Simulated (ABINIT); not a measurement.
# GaN (P6_3mc) in ABINIT: settings compared

One crystal, GaN, is run at these levels: PBE, PBEsol; tasks: single point.

All numbers are computed with ABINIT 10.8.3 (patched build); they aren't measurements. Logs are shortened: lines on timing, memory, paths and dates and some standing lists are left out, and cuts for length are marked. The log counts tension as positive stress, the text compression.

**What was measured.**

“Studying electronic properties in GaN without electrical contacts using γ-γ vs e−-γ Perturbed Angular Correlations”, 2019, pmc:6823545 quotes, for a bulk crystal of GaN: band gap 3.503 ± 0.005 eV (direct).

How close the calculation comes is told below.

## Step 1: The crystal as given

Symmetry: P6_3mc, No. 186, hexagonal system. Conventional cell: a = 3.180 Å, b = 3.180 Å, c = 5.166 Å, α = 90.00°, β = 90.00°, γ = 120.00°. Ga (site symmetry 3m) has 4 N at 1.94 to 1.95 Å as nearest neighbours. N (site symmetry 3m) has 4 Ga at 1.94 to 1.95 Å as nearest neighbours.

## Step 2: Single point, PBE

Input file run.abi:

```
pp_dirpath "./"
pseudos "Ga.upf, N.upf"

acell 6.0093290763 6.0093290763 9.7623251598
rprim
     1.0000000000     0.0000000000     0.0000000000
    -0.5000000000     0.8660254038     0.0000000000
     0.0000000000     0.0000000000     1.0000000000
ntypat 2
znucl 31 7
natom 4
typat 1 1 2 2
xred
     0.6666666667     0.3333333333     0.5000000000
     0.3333333333     0.6666666667     0.0000000000
     0.6666666667     0.3333333333     0.8750000000
     0.3333333333     0.6666666667     0.3750000000

ecut 42.0

kptopt 1
ngkpt 8 8 4
nshiftk 1
shiftk 0.0 0.0 0.0

ixc 11

nband 22
occopt 3
tsmear 0.05 eV

nstep 100
tolvrs 1.0e-10

iomode 3
prtwf 0
prtden 0
prteig 0
prtebands 0
```

Potentials or basis: PseudoDojo NC SR PBE v0.4.1 standard.

The run is started by

```console
$ abinit run.abi > log 2>&1
```

run.abo:

```text
.Version 10.8.3 of ABINIT
 Symmetries : space group P6_3 m c (#186); Bravais hP (primitive hexag.)
================================================================================
 Values of the parameters that define the memory need of the present run
     intxc =       0    ionmov =       0      iscf =       7    lmnmax =       6
     lnmax =       6     mgfft =      60  mpssoang =       3    mqgrid =    3001
     natom =       4  nloc_mem =       1    nspden =       1   nspinor =       1
    nsppol =       1      nsym =      12    n1xccc =    2501    ntypat =       2
    occopt =       3   xclevel =       2
       mpw =        3988          nfft =       77760          nkpt =          30
================================================================================
================================================================================

--------------------------------------------------------------------------------
------------- Echo of variables that govern the present computation ------------
--------------------------------------------------------------------------------
 -outvars: echo values of preprocessed input variables --------
            acell      6.0093290763E+00  6.0093290763E+00  9.7623251598E+00 Bohr
              amu      6.97230000E+01  1.40067400E+01
             ecut      4.20000000E+01 Hartree
              ixc          11
         kptrlatt        8    0    0      0    8    0      0    0    4
          kptrlen      3.90493006E+01
            natom           4
            nband          22
            ngfft          36      36      60
             nkpt          30
            nstep         100
             nsym          12
           ntypat           2
           occopt           3
           prtden           0
        prtebands           0
           prteig           0
            prtwf           0
            rprim      1.0000000000E+00  0.0000000000E+00  0.0000000000E+00
                      -5.0000000000E-01  8.6602540380E-01  0.0000000000E+00
                       0.0000000000E+00  0.0000000000E+00  1.0000000000E+00
          spgroup         186
           tolvrs      1.00000000E-10
           tsmear      1.83746611E-03 Hartree
            typat      1  1  2  2
           xangst      1.5899999989E+00  9.1798692740E-01  2.5829999982E+00
                      -3.7217767267E-16  1.8359738548E+00  0.0000000000E+00
                       1.5899999989E+00  9.1798692740E-01  4.5202499969E+00
                      -3.7217767267E-16  1.8359738548E+00  1.9372499987E+00
            xcart      3.0046645381E+00  1.7347438800E+00  4.8811625799E+00
                      -7.0331387152E-16  3.4694877599E+00  0.0000000000E+00
                       3.0046645381E+00  1.7347438800E+00  8.5420345148E+00
                      -7.0331387152E-16  3.4694877599E+00  3.6608719349E+00
             xred      6.6666666667E-01  3.3333333333E-01  5.0000000000E-01
                       3.3333333333E-01  6.6666666667E-01  0.0000000000E+00
                       6.6666666667E-01  3.3333333333E-01  8.7500000000E-01
                       3.3333333333E-01  6.6666666667E-01  3.7500000000E-01
            znucl       31.00000    7.00000

================================================================================

 chkinp: Checking input parameters for consistency.

================================================================================
== DATASET  1 ==================================================================

--- !DatasetInfo
iteration_state: {dtset: 1, }
dimensions: {natom: 4, nkpt: 30, mband: 22, nsppol: 1, nspinor: 1, nspden: 1, mpw: 3988, }
cutoff_energies: {ecut:  42.0, pawecutdg:  -1.0, }
electrons: {nelect:   3.60000000E+01, charge:   0.00000000E+00, occopt:   3.00000000E+00, tsmear:   1.83746611E-03, }
meta: {optdriver: 0, ionmov: 0, optcell: 0, iscf: 7, paral_kgb: 0, }
...

 Exchange-correlation functional for the present dataset will be:
  GGA: Perdew-Burke-Ernzerhof functional - ixc=11
  J.P.Perdew, K.Burke, M.Ernzerhof, PRL 77, 3865 (1996)

 Real(R)+Recip(G) space primitive vectors, cartesian coordinates (Bohr,Bohr^-1):
 R(1)=  6.0093291  0.0000000  0.0000000  G(1)=  0.1664079  0.0960757  0.0000000
 R(2)= -3.0046645  5.2042316  0.0000000  G(2)=  0.0000000  0.1921513  0.0000000
 R(3)=  0.0000000  0.0000000  9.7623252  G(3)=  0.0000000  0.0000000  0.1024346
 Unit cell volume ucvol=  3.0530638E+02 bohr^3
 Angles (23,13,12)=  9.00000000E+01  9.00000000E+01  1.20000000E+02 degrees

 getcut: wavevector=  0.0000  0.0000  0.0000  ngfft=  36  36  60
         ecut(hartree)=     42.000   => boxcut(ratio)=   2.05346

--- Pseudopotential description ------------------------------------------------
[... 51 lines left out ...]
lattice_volume:   3.0530638E+02
convergence: {deltae: -1.990E-13, res2:  8.255E-11, residm:  9.903E-05, diffor: null, }
etotal    :  -1.73759442E+02
entropy   :   0.00000000E+00
fermie    :   2.38990513E-01
cartesian_stress_tensor: # hartree/bohr^3
- [ -2.30263181E-04,   0.00000000E+00,   0.00000000E+00, ]
- [  0.00000000E+00,  -2.30263182E-04,   0.00000000E+00, ]
- [  0.00000000E+00,   0.00000000E+00,  -3.02184774E-04, ]
pressure_GPa:   7.4799E+00
xred      :
- [  6.6667E-01,   3.3333E-01,   5.0000E-01, Ga]
- [  3.3333E-01,   6.6667E-01,   0.0000E+00, Ga]
- [  6.6667E-01,   3.3333E-01,   8.7500E-01,  N]
- [  3.3333E-01,   6.6667E-01,   3.7500E-01,  N]
cartesian_forces: # hartree/bohr
- [ -0.00000000E+00,  -0.00000000E+00,  -2.67239095E-03, ]
- [ -0.00000000E+00,  -0.00000000E+00,  -2.67239095E-03, ]
- [ -0.00000000E+00,  -0.00000000E+00,   2.67239095E-03, ]
- [ -0.00000000E+00,  -0.00000000E+00,   2.67239095E-03, ]
force_length_stats: {min:   2.67239095E-03, max:   2.67239095E-03, mean:   2.67239095E-03, }
...

 Integrated electronic density in atomic spheres:
 ------------------------------------------------
 Atom  Sphere_radius  Integrated_density
    1        2.00000         10.90240526
    2        2.00000         10.90240526
    3        2.00000          5.26007984
    4        2.00000          5.26007984
================================================================================

 ----iterations are completed or convergence reached----

 Mean square residual over all n,k,spin=   17.183E-08; max=  99.030E-06
 reduced coordinates (array xred) for    4 atoms
       0.666666666667      0.333333333333      0.500000000000
       0.333333333333      0.666666666667      0.000000000000
       0.666666666667      0.333333333333      0.875000000000
       0.333333333333      0.666666666667      0.375000000000
 rms dE/dt=  1.5062E-02; max dE/dt=  2.6099E-02; dE/dt below (all hartree)
    1       0.000000000000      0.000000000000      0.026098522488
    2       0.000000000000      0.000000000000      0.026098522488
    3       0.000000000000      0.000000000000     -0.026078976362
    4       0.000000000000      0.000000000000     -0.026078976362

 cartesian coordinates (angstrom) at end:
    1      1.58999999891869     0.91798692740371     2.58299999824324
    2     -0.00000000000000     1.83597385480742     0.00000000000000
    3      1.58999999891869     0.91798692740371     4.52024999692566
    4     -0.00000000000000     1.83597385480742     1.93724999868243

 cartesian forces (hartree/bohr) at end:
    1     -0.00000000000000    -0.00000000000000    -0.00267239095170
    2     -0.00000000000000    -0.00000000000000    -0.00267239095170
    3     -0.00000000000000    -0.00000000000000     0.00267239095170
    4     -0.00000000000000    -0.00000000000000     0.00267239095170
 frms,max,avg= 1.5429056E-03 2.6723910E-03   0.000E+00  0.000E+00 -1.001E-06 h/b

 cartesian forces (eV/Angstrom) at end:
    1     -0.00000000000000    -0.00000000000000    -0.13741986793472
    2     -0.00000000000000    -0.00000000000000    -0.13741986793472
    3     -0.00000000000000    -0.00000000000000     0.13741986793472
    4     -0.00000000000000    -0.00000000000000     0.13741986793472
 frms,max,avg= 7.9339398E-02 1.3741987E-01   0.000E+00  0.000E+00 -5.148E-05 e/A
 length scales=  6.009329076300  6.009329076300  9.762325159800 bohr
              =  3.179999997837  3.179999997837  5.165999996486 angstroms
 Fermi (or HOMO) energy (hartree) =   0.23899   Average Vxc (hartree)=  -0.43328
 Eigenvalues (hartree) for nkpt=  30  k points:
 kpt#   1, nband= 22, wtk=  0.00391, kpt=  0.0000  0.0000  0.0000 (reduced coord)
  -0.38839   -0.35533   -0.29813   -0.29738   -0.29738   -0.29510   -0.29510   -0.28833
  -0.28833   -0.28461   -0.28461   -0.23662   -0.06085    0.16223    0.16223    0.19891
   0.20112    0.20112    0.27487    0.36057    0.54178    0.56755
      occupation numbers for kpt#   1
   2.00000    2.00000    2.00000    2.00000    2.00000    2.00000    2.00000    2.00000
   2.00000    2.00000    2.00000    2.00000    2.00000    2.00000    2.00000    2.00000
   2.00000    2.00000    0.00000    0.00000    0.00000    0.00000
 prteigrs : prtvol=0 or 1, do not print more k-points.

--- !EnergyTerms
iteration_state     : {dtset: 1, }
comment             : Components of total free energy in Hartree
kinetic             :  1.40320919100240E+02
hartree             :  4.35831823055093E+01
xc                  : -4.81550666638766E+01
Ewald energy        : -1.17003474182718E+02
psp_core            :  7.05218804884989E+00
local_psp           : -1.20701064863589E+02
non_local_psp       : -7.88561257475360E+01
internal            : -1.73759442003121E+02
'-kT*entropy'       : -2.03226875114585E-12
total_energy        : -1.73759442003123E+02
total_energy_eV     : -4.72823529023311E+03
band_energy         : -6.04499817095765E+00
...

 Cartesian components of stress tensor (hartree/bohr^3)
  sigma(1 1)= -2.30263181E-04  sigma(3 2)=  0.00000000E+00
  sigma(2 2)= -2.30263182E-04  sigma(3 1)=  0.00000000E+00
  sigma(3 3)= -3.02184774E-04  sigma(2 1)=  0.00000000E+00

-Cartesian components of stress tensor (GPa)         [Pressure=  7.4799E+00 GPa]
- sigma(1 1)= -6.77457669E+00  sigma(3 2)=  0.00000000E+00
- sigma(2 2)= -6.77457671E+00  sigma(3 1)=  0.00000000E+00
- sigma(3 3)= -8.89058301E+00  sigma(2 1)=  0.00000000E+00

== END DATASET(S) ==============================================================
================================================================================

 -outvars: echo values of variables after computation  --------
            acell      6.0093290763E+00  6.0093290763E+00  9.7623251598E+00 Bohr
           etotal     -1.7375944200E+02
            fcart     -0.0000000000E+00 -0.0000000000E+00 -2.6723909517E-03
                      -0.0000000000E+00 -0.0000000000E+00 -2.6723909517E-03
                      -0.0000000000E+00 -0.0000000000E+00  2.6723909517E-03
                      -0.0000000000E+00 -0.0000000000E+00  2.6723909517E-03
            rprim      1.0000000000E+00  0.0000000000E+00  0.0000000000E+00
                      -5.0000000000E-01  8.6602540380E-01  0.0000000000E+00
                       0.0000000000E+00  0.0000000000E+00  1.0000000000E+00
           strten     -2.3026318143E-04 -2.3026318225E-04 -3.0218477427E-04
                       0.0000000000E+00  0.0000000000E+00  0.0000000000E+00
           xangst      1.5899999989E+00  9.1798692740E-01  2.5829999982E+00
                      -3.7217767267E-16  1.8359738548E+00  0.0000000000E+00
                       1.5899999989E+00  9.1798692740E-01  4.5202499969E+00
                      -3.7217767267E-16  1.8359738548E+00  1.9372499987E+00
             xred      6.6666666667E-01  3.3333333333E-01  5.0000000000E-01
                       3.3333333333E-01  6.6666666667E-01  0.0000000000E+00
                       6.6666666667E-01  3.3333333333E-01  8.7500000000E-01
                       3.3333333333E-01  6.6666666667E-01  3.7500000000E-01
 Calculation completed.
```

Run time: 1.7 min. Hardware: 1 thread of Arm Neoverse V1, shared host; peak memory 0.11 GiB.

What came out:

```
Free energy                                           : -4728.2353 eV
Pressure                                              : 7.5 GPa
Largest force                                         : 0.137 eV/Å
Band gap on the k mesh                                : 2.01 eV, direct
Valence electrons inside the program's atomic spheres : Ga 10.90; N 5.26
```

Forces on the atoms (eV/Å):
```
Ga   0.000  0.000 -0.137
Ga   0.000  0.000 -0.137
N    0.000  0.000  0.137
N    0.000  0.000  0.137
```

Stress tensor (GPa, compression positive):
```
6.77 0.00 0.00
0.00 6.77 0.00
0.00 0.00 8.89
```

(Continued in part 2 of 2.)
